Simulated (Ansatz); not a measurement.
Write the native input for Ansatz 0.2.0 that does the following.

```yaml
Task: single point
Functional: PBE
Potentials_or_basis: Ansatz PAW
Cutoff: 300 eV
Density_cutoff: 1200 eV
k_mesh: 9 × 9 × 5
Occupations: fermi-dirac, width 0.05 eV
Spin: no spin polarisation
```

Crystal: ZnO (zincite).

```xyz
4
Lattice="3.2493 0.0000 0.0000 -1.6247 2.8140 0.0000 0.0000 0.0000 5.2057" Properties=species:S:1:pos:R:3 pbc="T T T"
Zn    1.6247    0.9380    0.0000
Zn    0.0000    1.8760    2.6029
O     0.0000    1.8760    4.5759
O     1.6247    0.9380    1.9730
```

These files were run (other wordings do the same):

input.yaml

```yaml
crystal:
  lattice:
    - [3.249308, 0.0, 0.0]
    - [-1.624654, 2.8139832727, 0.0]
    - [0.0, 0.0, 5.205709]
  atoms:
    - { symbol: Zn, position: [0.6666666667, 0.3333333333, 0.0] }
    - { symbol: Zn, position: [0.3333333333, 0.6666666667, 0.5] }
    - { symbol: O, position: [0.3333333333, 0.6666666667, 0.87901] }
    - { symbol: O, position: [0.6666666667, 0.3333333333, 0.37901] }
hamiltonian:
  xc: pbe
  pseudopotentials: { kind: paw }
kpoints:
  mp_grid: { grid: [9, 9, 5] }
scf:
  occupations: { method: fermi_dirac, width: 0.05 }
basis:
  ecutwfc: "300 eV"
output:
  forces: true
  stress: true
  eigenvalues: true
  write_density: true
  write_potential: true
  elf: true
  volumetric_format: npy
```

Potentials or basis: Ansatz PAW.

Run with:

```bash
$ ansatz run input.yaml --threads 2 --pin off --max-ram 5120MiB --backend cpu --events-out ev --progress --plain --runs-dir out
```

It gave:

- Pressure: 3.7 GPa
- Largest force: 0.073 eV/Å
- Band gap on the k mesh: 0.84 eV, direct

Caveat: odd divisions of the mesh miss points on the zone boundary, where band edges often lie, so the gap on the mesh can be too wide; the pressure holds a Pulay correction of +22.8 GPa for the finite cutoff; the cutoff lies under the one recommended for these potentials.

Wall time 1.7 s on 2 threads of Arm Neoverse V1, on a shared host, peak memory 0.31 GiB.
